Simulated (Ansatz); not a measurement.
## Convergence of F with the plane-wave cutoff

Theory: DFT PBE, scalar-relativistic, plane waves, PAW in Ansatz 0.2.0.

```
F
1.0
     2.75000   -1.64000    0.00000
     2.75000    1.64000    0.00000
    -1.53472    0.00000    7.11639
F
4
Direct
  0.96800 0.60200 0.09970
  0.39800 0.03200 0.40030
  0.03200 0.39800 0.90030
  0.60200 0.96800 0.59970
```

| Quantity | Value |
| --- | --- |
| Γ-centred k-mesh | 10×10×4 |
| occupation rule | Gaussian smearing, 0.02 eV |
| spin treatment | unpolarised |
| valence charge of the PAW sets | F 7 |

The atoms are held and the plane-wave cutoff is swept. Energies are extrapolated to zero smearing and count from the reference run, 600 eV. The cell isn't necessarily relaxed at this level. Pressure is positive in compression and holds a correction for the finite cutoff (Pulay stress).

One run gave ΔE = 2.17 meV/atom and P = -4.13 GPa. Which plane-wave cutoff did it use, of 200, 250, 300, 350, 420, 500?

500 eV. All runs:

```tsv
cutoff (eV)	ΔE (meV/atom)	P (GPa)	largest change of a force component (eV/Å)	gap on mesh (eV)	plane waves at Γ
200	11270	6.57	5.559	1.024	419
250	2965	0.38	1.326	1.803	573
300	672	-4.16	0.029	1.904	765
350	131	-4.47	0.037	1.970	937
420	9.69	-4.14	0.010	1.978	1289
500	2.17	-4.13	0.010	1.984	1619
600	0.00	-4.16	0.000	1.986	2155
```

3 further runs of this set didn't finish or converge.